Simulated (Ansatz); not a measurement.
**SrO: band gap under strain**

How does strain move the band edges of rocksalt SrO, and do the functionals agree on it? States: -5.2 % strain along z alone; -2.9 % strain along [111] alone; -3.6 % equal strain in all directions.

Program: Ansatz 0.2.0. PAW datasets, plane waves. (Simulation; spin polarisation is off.)

### 1 The cell

The unstrained cell was relaxed with r2SCAN; in each strained cell the atoms were relaxed again with r2SCAN. Names of k-points are those of the unstrained zone, where strain can split equivalent points. First state: -5.2 % strain along z alone.

Space group I4/mmm (No. 139), tetragonal; conventional cell a = 3.649 Å, c = 4.890 Å, 16.27 Å³ an atom. Near Sr stand 6 O at 2.44–2.58 Å; near O stand 6 Sr at 2.44–2.58 Å.

As a file:

```cif
data_structure
_symmetry_space_group_name_H-M 'I4/mmm'
_symmetry_Int_Tables_number 139
_cell_length_a 3.6485
_cell_length_b 3.6485
_cell_length_c 4.8899
_cell_angle_alpha 90.000
_cell_angle_beta 90.000
_cell_angle_gamma 90.000
_cell_volume 65.09
loop_
_atom_site_label
_atom_site_type_symbol
_atom_site_symmetry_multiplicity
_atom_site_Wyckoff_symbol
_atom_site_fract_x
_atom_site_fract_y
_atom_site_fract_z
_atom_site_occupancy
Sr1 Sr 2 a 0.00000 0.00000 0.00000 1
O1 O 2 b 0.00000 0.00000 0.50000 1
```

### 2 -5.2 % strain along z alone: PBE

File input.yaml:

```yaml
crystal:
  lattice:
    - [0.0, 2.5798923266, 2.4449639579]
    - [2.5798923266, 0.0, 2.4449639579]
    - [2.5798923266, 2.5798923266, 0.0]
  atoms:
    - { symbol: Sr, position: [0.0, 0.0, 0.0] }
    - { symbol: O, position: [0.5, 0.5, 0.5] }
kpoints:
  mp_grid: { grid: [8, 8, 8] }
  band_path:
    path:
      - [0.0, 0.0, 0.0]
      - [0.5, 0.0, 0.5]
      - [0.625, 0.25, 0.625]
      - [0.375, 0.375, 0.75]
      - [0.5, 0.5, 0.5]
      - [0.5, 0.25, 0.75]
      - [0.5, 0.5, 0.0]
    npoints: 1
hamiltonian:
  xc: pbe
scf:
  occupations: { method: fermi_dirac, width: 0.02 }
  n_extra_bands: 4
output:
  forces: true
  stress: true
  eigenvalues: true
```

Launch:

```
$ ansatz run input.yaml --threads 4 --pin off --max-ram 3686MiB --backend cpu --events-out ev --progress --plain --runs-dir out
```

After this run come: -5.2 % strain along z alone: r2SCAN; -5.2 % strain along z alone: HSE06; -2.9 % strain along [111] alone: PBE; -2.9 % strain along [111] alone: r2SCAN; -2.9 % strain along [111] alone: HSE06; -3.6 % equal strain in all directions: PBE; -3.6 % equal strain in all directions: r2SCAN; -3.6 % equal strain in all directions: HSE06.

Q: Predict the outcome of this session.

The runs gave:

Least gap in eV (negative: overlap):

```
                                state   PBE  r2SCAN  HSE06
          -5.2 % strain along z alone  2.99    3.46   4.50
      -2.9 % strain along [111] alone  3.26    3.74   4.74
-3.6 % equal strain in all directions  3.24    3.72   4.74
```

Where both were run, the HSE06 gap lies +1.48 to +1.51 eV from PBE's, each on its own k points. In PBE the gap is least under -5.2 % strain along z alone (2.99 eV) and largest under -2.9 % strain along [111] alone (3.26 eV).
